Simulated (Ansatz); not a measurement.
Se:

```xyz
3
Lattice="4.3662 0.0000 0.0000 -2.1831 3.7812 0.0000 0.0000 0.0000 4.9536" Properties=species:S:1:pos:R:3 pbc="T T T"
Se    1.6910    2.9289    0.0000
Se   -0.4921    0.8523    3.3024
Se    0.9841    0.0000    1.6512
```

| Property | Result |
| --- | --- |
| Program | Ansatz 0.2.0 |
| Task | single point |
| Functional | PBE |
| Potentials or basis | Ansatz PAW |
| Cutoff | 420 eV (not typed: the program's choice for these potentials) |
| k mesh | 7 × 7 × 6 |
| Occupations | fermi-dirac, width 0.05 eV |
| Spin | no spin polarisation |

On this cell: pressure 2.8 GPa; largest force 0.401 eV/Å; band gap on the k mesh 1.21 eV, indirect (least direct gap 1.48 eV).

The same run follows on a disturbed copy (atoms moved at random, drawn with an rms of 0.05 Å):

```
Se
1.0
     4.36620    0.00000    0.00000
    -2.18310    3.78124    0.00000
     0.00000    0.00000    4.95360
Se
3
Direct
  0.77894 0.77804 0.00263
  0.00918 0.23606 0.65783
  0.22781 0.00178 0.32738
```

Problem. What changes?

Solution. The energy moves by +3.6 meV/atom; pressure 2.6 GPa; largest force 0.627 eV/Å; band gap on the k mesh 0.92 eV, indirect (least direct gap 1.32 eV).

Forces in eV/Å, atoms in the order of the input:
```
Se  -0.302 -0.208 -0.509
Se  -0.208  0.111  0.331
Se   0.510  0.097  0.178
```

Stress tensor (GPa, compression positive):
```
2.60 0.25 0.51
0.25 1.39 1.33
0.51 1.33 3.73
```

Caveats: odd divisions of the mesh miss points on the zone boundary, where band edges often lie, so the gap on the mesh can be too wide.

A k mesh can miss the band edges.
